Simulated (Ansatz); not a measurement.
## LiH: do energies and stresses tell the same story?

Computed with DFT PBE, scalar-relativistic, plane waves, PAW in Ansatz 0.2.0.

Plane waves to 420 eV, a k mesh through Γ of 10×10×10 on the computed 2-atom cell and Gaussian smearing (0.02 eV); no spin polarisation.

Relaxed cell: Fm-3m, a = 4.007 Å, b = 4.007 Å, c = 4.007 Å, α = 90.00°, β = 90.00°, γ = 90.00°, 2 atoms in the primitive cell.

Energies at zero smearing and pressures from the stress tensor, at volumes with shape and atoms relaxed:
```tsv
V (Å³/atom)	E − E(first) (meV/atom)	P (GPa)
7.076	0.00	5.75
7.317	-7.30	4.01
7.558	-12.19	2.50
7.800	-14.92	1.17
8.041	-15.79	0.01
8.282	-15.02	-1.02
8.523	-12.80	-1.92
8.845	-7.88	-2.95
```

Q: Check P = −dE/dV between neighbouring volumes, and get the bulk modulus from the pressures alone.

A: With 1 eV/Å³ = 160.2 GPa:
| middle V (Å³/atom) | −ΔE/ΔV (GPa) | mean P (GPa) |
| --- | --- | --- |
| 7.197 | 4.848 | 4.880 |
| 7.438 | 3.249 | 3.256 |
| 7.679 | 1.813 | 1.835 |
| 7.920 | 0.574 | 0.589 |
| 8.161 | -0.506 | -0.505 |
| 8.403 | -1.479 | -1.467 |
| 8.684 | -2.451 | -2.435 |

The two differ by 0.03 GPa at most. The mean of two end pressures misses the average over a step by about ΔV² P″/12, up to 0.02 GPa here; with that taken off 0.01 GPa remains. Around V = 8.041 Å³/atom, the two neighbours give B = −V ΔP/ΔV = 8.041 × 2.19 / 0.482 = 36.5 GPa, against B0 = 36.4 GPa from the Birch–Murnaghan fit of the energies.